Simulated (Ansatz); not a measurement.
# ZnS: field gradients as cell or settings change, part 2 of 2

More tests of how the quadrupolar parameters of ZnS respond to changes of cell, atoms or settings. The cell is a computed entry of the Materials Project. Its positions were relaxed in an earlier run. Planned: a check of xc_grid with total_charge; a check of lower_state_search; x and y stretched by -1 %; a check of ecutwfc.

Ansatz 0.2.0; DFT, PBE, plane-wave PAW, default files, scalar-relativistic, as far as a step names no other. The steps go on from the part before.

## 4. X and y stretched by -1 %

input.yaml reads:

```yaml
crystal:
  lattice:
    - [3.7670371866, 0.0, 0.0]
    - [-1.8835185933, 3.2623499006, 0.0]
    - [0.0, 0.0, 24.9159345]
  atoms:
    - { symbol: Zn, position: [0.3333333333, 0.6666666667, 0.12511841] }
    - { symbol: Zn, position: [0.0, 0.0, 0.00015897] }
    - { symbol: Zn, position: [0.6666666667, 0.3333333333, 0.62504747] }
    - { symbol: Zn, position: [0.6666666667, 0.3333333333, 0.8751387] }
    - { symbol: Zn, position: [0.0, 0.0, 0.75002227] }
    - { symbol: Zn, position: [0.3333333333, 0.6666666667, 0.50007816] }
    - { symbol: Zn, position: [0.0, 0.0, 0.37508794] }
    - { symbol: Zn, position: [0.6666666667, 0.3333333333, 0.25012849] }
    - { symbol: S, position: [0.6666666667, 0.3333333333, 0.34372199] }
    - { symbol: S, position: [0.6666666667, 0.3333333333, 0.71858116] }
    - { symbol: S, position: [0.3333333333, 0.6666666667, 0.21873405] }
    - { symbol: S, position: [0.0, 0.0, 0.84367239] }
    - { symbol: S, position: [0.6666666667, 0.3333333333, 0.96881275] }
    - { symbol: S, position: [0.0, 0.0, 0.09372606] }
    - { symbol: S, position: [0.3333333333, 0.6666666667, 0.59368598] }
    - { symbol: S, position: [0.0, 0.0, 0.46868621] }
kpoints:
  mp_grid: { grid: [9, 9, 2] }
scf:
  occupations: { method: fermi_dirac, width: 0.02 }
hamiltonian:
  xc: pbe
  pseudopotentials: { kind: paw }
output:
  forces: true
  stress: true
  populations: true
  efg:
    quadrupole_moments_barn: { Zn: 0.122, S: -0.0694 }
    contact_densities: true
  write_density: true
  write_potential: true
  elf: true
  volumetric_format: npy
```

Command:

```sh
> ansatz run input.yaml --threads 1 --pin off --max-ram 3072MiB --backend cpu --events-out ev --progress --plain --runs-dir out
```

The log of the run (excerpt; [...] marks lines left out):

```text
Warning: RAYON_NUM_THREADS=1 ignored (pool sized by the plan → 1); use --threads N
[...]
Pseudopotentials: kind: paw
Pseudopotential: Zn, paw, valence charge 12, recommended cutoff 420 eV (normal), Zn.paw.azcp
Pseudopotential: S, paw, valence charge 6, recommended cutoff 420 eV (normal), S.paw.azcp
Functional definition: PBE
[...]
Crystal: 16 atoms, lattice volume = 306.202 Å³
[...]
--- Löwdin populations: 16 sites ---
  site symbol       q [e]
     0     Zn     10.7135
     1     Zn     10.7114
     2     Zn     10.7132
     3     Zn     10.7110
     4     Zn     10.7128
     5     Zn     10.7135
     6     Zn     10.7134
     7     Zn     10.7135
     8      S      7.0871
     9      S      7.0886
    10      S      7.0871
    11      S      7.0908
    12      S      7.0884
    13      S      7.0865
    14      S      7.0870
    15      S      7.0872
  spilling = 0.011076 (of n_electrons = 144.000000)
```

Wall time 1.9 min (1 thread of Arm Neoverse V1, shared host); peak memory 0.76 GiB.

The run ends with gap on the mesh 2.24 eV, largest force 0.081 eV/Å, pressure 4.1 GPa.

Beside the values of step 1 (V_zz in 10²¹ V/m²; 9 of 15 rows, with the four largest changes of size):

| site | atoms | V_zz, PBE relaxed | V_zz, changed cell | η, PBE relaxed | η, changed cell |
| --- | --- | --- | --- | --- | --- |
| Zn1 | 1 | 0.006 | 0.41 | 0.00 | 0.00 |
| Zn2 | 2 | 0.043 | 0.45 | 0.00 | 0.00 |
| Zn3 | 3 | -0.008 | 0.40 | 0.00 | 0.00 |
| Zn4 | 4 | -0.056 | 0.35 | 0.00 | 0.00 |
| Zn5 | 5 | -0.091 | 0.32 | 0.00 | 0.00 |
| Zn6 | 6 | <0.01 | 0.40 | – | 0.00 |
| Zn6 | 7 | <0.01 | 0.41 | – | 0.00 |
| Zn6 | 8 | <0.01 | 0.40 | – | 0.00 |
| S9 | 9 | 0.082 | 0.30 | 0.00 | 0.00 |

The sizes of the gradients above 0.15 moved by over a factor of two in the median, over a factor of two at the site that moves most (small gradients counted from 0.15; Zn2, 0.043 to 0.45), with a change of sign at Zn4, Zn5.

Fractional positions are held here; bonds stretch or shrink with the cell.

Density in a lattice plane of the grid's cell (edges 3.77 and 24.92 Å, at 0.333 of the third edge), which holds Zn and S.

Values in e/Å³, 12 rows by 6 columns:
```
 0.07  0.03  0.07  0.27  0.49  0.26
 0.24  0.33  0.23  0.18  0.23  0.18
 0.22  0.21  0.22  0.54  0.80  0.54
 0.07  0.03  0.07  0.27  0.50  0.26
 0.23  0.32  0.24  0.18  0.24  0.17
 0.22  0.40  0.23  0.06  0.03  0.06
 0.07  0.10  0.07  0.04  0.04  0.04
 0.23  0.09  0.24  0.98  0.62  0.99
 0.24  0.18  0.24  2.12 35.40  1.97
 0.07  0.10  0.07  0.03  0.03  0.03
 0.24  0.42  0.23  0.06  0.02  0.06
 0.22  0.22  0.23  0.54  0.81  0.54
```
Columns run along the first of these edges and rows up along the second, over one cell in 6 and 12 even steps from the bottom left corner. Atoms in the plane (fractional): Zn at (0.67, 0.63), Zn at (0.67, 0.88), Zn at (0.67, 0.25), S at (0.67, 0.34), S at (0.67, 0.72), S at (0.67, 0.97).

ELF in the same plane.

Ten even steps from ' ' (0.00) to '@' (0.82):
```
**  **@@##@@
......::..::
##%%**::..::
::--::      
--::--@@@@@@
**  **@@##@@
......::..::
##%%**::..::
::--::      
--==--..  ..
**%%**..  ..
......--==--
**..**@@  @@
::  ::##%%##
--**--..  ..
**##**::..::
......      
##%%**..  ..
::--::      
--::--@@@@@@
```
Columns run along the first of these edges and rows up along the second, over one cell in 6 and 20 even steps from the bottom left corner. Atoms in the plane (fractional): Zn at (0.67, 0.63), Zn at (0.67, 0.88), Zn at (0.67, 0.25), S at (0.67, 0.34), S at (0.67, 0.72), S at (0.67, 0.97).

Both are smooth fields of the valence electrons: close to the nuclei they are not physical.

Maxima of ELF outside the ion cores: 0.90 on the S–Zn line, 0.8 Å from S; 0.89 in the shell around S, 0.7 Å from S.

## 5. Trying other settings (basis.ecutwfc = 250 eV)

input.yaml, as its differences from that of step 4:

```diff
@@ -2,4 +2,4 @@
   lattice:
-    - [3.7670371866, 0.0, 0.0]
-    - [-1.8835185933, 3.2623499006, 0.0]
+    - [3.8050880673, 0.0, 0.0]
+    - [-1.9025440336, 3.2953029299, 0.0]
     - [0.0, 0.0, 24.9159345]
@@ -23,3 +23,3 @@
 kpoints:
-  mp_grid: { grid: [9, 9, 2] }
+  mp_grid: { grid: [8, 8, 2] }
 scf:
@@ -36,5 +36,3 @@
     contact_densities: true
-  write_density: true
-  write_potential: true
-  elf: true
-  volumetric_format: npy
+basis:
+  ecutwfc: "250 eV"
```

Command:

```sh
> ansatz run input.yaml --threads 1 --pin off --max-ram 3072MiB --backend cpu --events-out ev --progress --plain --runs-dir out
```

The log of the run (excerpt; [...] marks lines left out):

```text
Warning: basis.ecutwfc = 250 eV is below the records' recommended 420 eV, and the density's cutoff is lower with it unless basis.ecutrho_ratio is high enough to keep the records' density cutoff: compare with a run at a higher cutoff
Warning: RAYON_NUM_THREADS=1 ignored (pool sized by the plan → 1); use --threads N
[...]
[... 4 set-up lines as earlier in the session ...]
[...]
            electrostatic potential = -1633.200487 V   contact ρ = 19764.901445 e/Å³
--- Band table (eV; the first three rows and the last of 20) ---
[...]
--- Löwdin populations: 16 sites ---
  site symbol       q [e]
     0     Zn     10.7194
     1     Zn     10.7173
     2     Zn     10.7191
     3     Zn     10.7167
     4     Zn     10.7186
     5     Zn     10.7195
     6     Zn     10.7194
     7     Zn     10.7195
     8      S      7.0919
     9      S      7.0936
    10      S      7.0920
    11      S      7.0960
    12      S      7.0934
    13      S      7.0913
    14      S      7.0918
    15      S      7.0920
  spilling = 0.010475 (of n_electrons = 144.000000)
```

Wall time 51 s (1 thread of Arm Neoverse V1, shared host); peak memory 0.48 GiB.

At the end: gap on the mesh 2.27 eV, largest force 0.012 eV/Å, pressure 3.3 GPa.

Beside the values of step 1 (V_zz in 10²¹ V/m²; 10 of 15 rows, with the four largest changes of size):

| site | atoms | V_zz, PBE relaxed | V_zz, ecutwfc 250 eV | η, PBE relaxed | η, ecutwfc 250 eV |
| --- | --- | --- | --- | --- | --- |
| Zn1 | 1 | 0.006 | 0.077 | 0.00 | 0.00 |
| Zn2 | 2 | 0.043 | 0.075 | 0.00 | 0.00 |
| Zn3 | 3 | -0.008 | 0.027 | 0.00 | 0.00 |
| Zn4 | 4 | -0.056 | -0.019 | 0.00 | 0.00 |
| Zn5 | 5 | -0.091 | -0.051 | 0.00 | 0.00 |
| Zn6 | 6, 7 | <0.01 | 0.072 | – | 0.00 |
| Zn6 | 8 | <0.01 | 0.067 | – | 0.00 |
| S9 | 9 | 0.082 | 0.049 | 0.00 | 0.00 |
| S10 | 10 | 0.13 | 0.038 | 0.00 | 0.00 |
| S12 | 12 | 0.29 | 0.21 | 0.00 | 0.00 |

The sizes of the gradients above 0.15 moved by 29 % at S12 (0.29 to 0.21). The free energy moved by +589.3 meV/atom. These settings are under the usual standard, and the error shows.

## 6. Simulated spectra, from step 4

These are for the changed cell of step 4 (x and y stretched by -1 %, ions not relaxed; gap on the mesh 2.24 eV, largest force 0.081 eV/Å, pressure 4.1 GPa).

³³S (I = 3/2, Q = -69.40 mb) at 7.05 T, Larmor frequency 23.1 MHz. Second-order quadrupolar shifts of the central transition; chemical shifts are not computed, so all sites share one zero.

```
site  count  C_Q (MHz)     η  ν_Q (MHz)  δ_QIS (ppm)
  S9      1     -0.503  0.00      0.251        -11.9
 S10      1     -0.572  0.00      0.286        -15.4
 S11      2     -0.521  0.00      0.261        -12.8
 S12      1     -0.832  0.00      0.416        -32.6
 S13      1     -0.749  0.00      0.375        -26.4
 S15      1     -0.507  0.00      0.254        -12.1
 S16      1     -0.513  0.00      0.256        -12.4
```

³³S central transition, static powder:

kHz, intensity and a bar:
```
     -2.7          0 
     -2.5          8 ##
     -2.3          9 ###
     -2.2          7 ##
     -2.0         17 #####
     -1.8         11 ###
     -1.6          9 ###
     -1.4          8 ##
     -1.2         19 ######
     -1.0         57 #################
     -0.8        100 ##############################
     -0.6         64 ###################
     -0.5         54 ################
     -0.3         51 ###############
     -0.1         49 ###############
      0.1         42 ############
      0.3         52 ################
      0.5         80 ########################
      0.7         19 ######
      0.9          8 ##
      1.1         13 ####
      1.2          8 ##
      1.4          6 ##
      1.6          0
```

## 7. Results

This closing draws on all 2 parts.

```
                                                    quantity                                                                                                                                                                            value
                                              state (step 1)                                                                                                              gap on the mesh 2.17 eV, largest force 0.014 eV/Å, pressure 2.4 GPa
                            V_zz by site, step 1 (10²¹ V/m²)                                                                                                                               S12 0.29, Zn5 -0.091 (the largest of each element)
                                 largest C_Q in size, step 1                                                                                                                                                            0.489 MHz, ³³S at S12
step 2 (basis.xc_grid = 2, total_charge = -1) against step 1                                                                                                                                                       50 % at S13 (0.24 to 0.12)
   step 3 (scf.lower_state_search = standard) against step 1                                                                                                                                                    0.1 % at S12 (0.291 to 0.292)
           step 4 (x and y stretched by -1 %) against step 1  over a factor of two in the median, over a factor of two at the site that moves most (small gradients counted from 0.15; Zn2, 0.043 to 0.45), with a change of sign at Zn4, Zn5
              step 5 (basis.ecutwfc = 250 eV) against step 1                                                                                                                                      29 % at S12 (0.29 to 0.21); coarse settings
```

**Reading.** The largest gradient sits at S12 (4 Zn at 2.33 Å). For step 4: at 7.05 T the ³³S line of the largest coupling listed spans about 1.6 kHz under magic-angle spinning and 3.9 kHz static, from the quadrupolar part alone (no shift anisotropy).

These are semilocal Kohn-Sham gaps, which aren't the measured quantity. Such gaps usually fall short of the measured ones.
